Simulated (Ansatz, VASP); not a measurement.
**Two plane-wave programs on BP**

```
B P
1.0
     0.00000    2.27411    2.27411
     2.27411    0.00000    2.27411
     2.27411    2.27411    0.00000
B P
1 1
Cartesian
  0.0000 0.0000 0.0000
  1.1371 1.1371 1.1371
```

Alike in both runs: functional PBE; k mesh 10 × 10 × 10; occupations fermi-dirac, width 0.02 eV; no spin polarisation.

Ansatz relaxed the structure, and its values are those at the end. VASP's run is a single point on that final structure, the one shown.

|  | VASP | Ansatz |
| --- | --- | --- |
| version | VASP 6.6.1 | Ansatz 0.2.0 |
| potentials or method | VASP PAW PBE potentials, release 64 (B, P) | PAW plane waves |
| plane-wave cutoff (eV) | 520 | 420 |
| valence electrons in the cell | 8 | 8 |

|  | VASP | Ansatz | Ansatz less VASP |
| --- | --- | --- | --- |
| gap on the k mesh at the Fermi level (eV) | 1.25 | 1.25 | +0.004 |
| pressure (GPa) | -0.2 | 0.0 | +0.21 |

A k mesh can miss the band edges. As with any semilocal functional, this PBE gap is likely too small.
